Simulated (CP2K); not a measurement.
**Rh under changes of volume**

One of the cells (13.671 Å³/atom); the others are scaled copies at fixed shape and fractional positions:

```
Rh
1.0
     2.68397    0.00000    0.00000
     1.34198    2.32438    0.00000
     1.34198    0.77479    2.19145
Rh
1
Direct
  0.00000 0.00000 0.00000
```

```yaml
Program: CP2K 2026.2
Functional: PBEsol
Potentials_or_basis: POTENTIAL_UZH Rh GTH-PBE-q17; TZVP-MOLOPT-PBE-GTH basis
Density_cutoff: 6123 eV
k_mesh: 12 × 12 × 12
Occupations: fermi-dirac, width 0.1 eV
Spin: no spin polarisation
```

| volume (Å³/atom) | energy over the lowest point (meV/atom) | pressure (GPa) |
| --- | --- | --- |
| 12.851 | 44.34 | 20.5 |
| 13.125 | ? | ? |
| 13.398 | 2.91 | 5.4 |
| 13.671 | 0.00 | -0.8 |
| 13.945 | 7.15 | -6.4 |
| 14.218 | 23.19 | -11.2 |
| 14.492 | 47.07 | -15.5 |

Q: What does the run at 13.125 Å³/atom give?

A: Energy over the lowest point 17.20 meV/atom; pressure 12.5 GPa.

Worked out: A Birch-Murnaghan fit of order 3 (a polynomial in V^(-2/3)) to the other rows has its minimum at 13.61 Å³/atom with B0 = V·E''(V) = 301 GPa and B' = 5.2. It gives 17.14 meV/atom at 13.125 Å³/atom, against the run's 17.20, and -dE/dV = 12.0 GPa, against 12.5.

Energies are extrapolated to zero smearing.

Caveats: the potentials were made for another functional, which shifts forces and pressure; the basis of atomic orbitals isn't converged, which shifts pressures, moduli and gaps.
